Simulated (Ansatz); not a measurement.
**Zone-centre phonons of BP at 12 GPa: input and output**

Computed with DFT PBE, scalar-relativistic, plane waves, PAW in Ansatz 0.2.0.

Launched with:
```bash
ansatz run input.yaml --threads 1 --pin off --max-ram 3072MiB --backend cpu --events-out ev --progress --plain --runs-dir out
```

Input (bare energies are in eV):
```yaml
crystal:
  lattice:
    - [0.0, 2.225144964, 2.225144964]
    - [2.225144964, 0.0, 2.225144964]
    - [2.225144964, 2.225144964, 0.0]
  atoms:
    - { symbol: B, position: [0.0, 0.0, 0.0] }
    - { symbol: P, position: [0.75, 0.75, 0.75] }
basis:
  ecutwfc: 420
kpoints:
  mp_grid: { grid: [10, 10, 10] }
hamiltonian:
  xc: pbe
scf:
  occupations: { method: fixed }
output:
  eigenvalues: true
phonons:
  method: dfpt
  dielectric: true
  rigid_motions: translations
  eigenvectors: true
```

Results section of the output:
```
--- Phonons (Γ-DFPT): 2 representative perturbations + reference, on 171 of 1000 k-points (Σ response iterations 6) ---
  k mesh reduced under 4 symmetry operations, with k and −k counted as one. Each operation leaves every solved perturbation unchanged. A smaller set is not considered because the run solves the response ...
  ASR residual: 6.736e-5 → 0.000e0 eV/Å²; symmetrization residual: 3.334e-7 eV/Å²
  ASR residual per site (eV/Å²): 6.74e-5 2.08e-5
  Γ frequencies (cm⁻¹): 0.00 0.00 0.00 853.53 853.53 853.53
  ε∞ (high-frequency dielectric tensor):
        9.138520    -0.000000    -0.000000
       -0.000000     9.138520     0.000000
       -0.000000     0.000000     9.138520
  ε⁰ (static dielectric tensor: ions relaxed, cell fixed):
        9.329563    -0.000000    -0.000000
       -0.000000     9.329563     0.000000
       -0.000000     0.000000     9.329563
  ε⁰ − ε∞ (ionic part):
        0.191043     0.000000     0.000000
        0.000000     0.191043     0.000000
        0.000000     0.000000     0.191043
  softest optical mode at Γ: 853.53 cm⁻¹; the repairs (sum rule, projections) moved no ω² at Γ by more than (1.32 cm⁻¹)²
  Born effective charges Z* (e; rows j = field, columns β = displacement):
    site 0:
        -0.70669   -0.00000   -0.00000
        -0.00000   -0.70669   -0.00000
        -0.00000   -0.00000   -0.70669
    site 1:
         0.70669    0.00000    0.00000
         0.00000    0.70669    0.00000
         0.00000    0.00000    0.70669
  Z* charge neutrality: 8.190e-5 e pre-enforcement
  solved inside a basis spanned on kpoints, on 10×10×10 k-points, its susceptibility summed on 14×14×14: ε∞ is read to err by 2.7e-2, Z* by 5.4e-3 e (field_mesh: kpoints solves on kpoints); Z* is corrected for ...
  optical modes at Γ without the LO–TO term, one row a degenerate level:
      ω (cm⁻¹) modes IR ((D/Å)²/amu)
        853.53      3             4.3135
  optical modes at Γ + LO–TO along q̂ = [1.0000, 0.0000, 0.0000]:
      ω (cm⁻¹) modes IR ((D/Å)²/amu)
        853.53      2             2.8757
        862.40      1             1.4378
  optical modes at Γ + LO–TO along q̂ = [0.0000, 1.0000, 0.0000]:
      ω (cm⁻¹) modes IR ((D/Å)²/amu)
        853.53      2             2.8757
        862.40      1             1.4378
  optical modes at Γ + LO–TO along q̂ = [0.0000, 0.0000, 1.0000]:
      ω (cm⁻¹) modes IR ((D/Å)²/amu)
        853.53      2             2.8757
        862.40      1             1.4378
```

The run took 32 s on 1 thread of Arm Neoverse V1 (shared host), peak memory 0.43 GiB.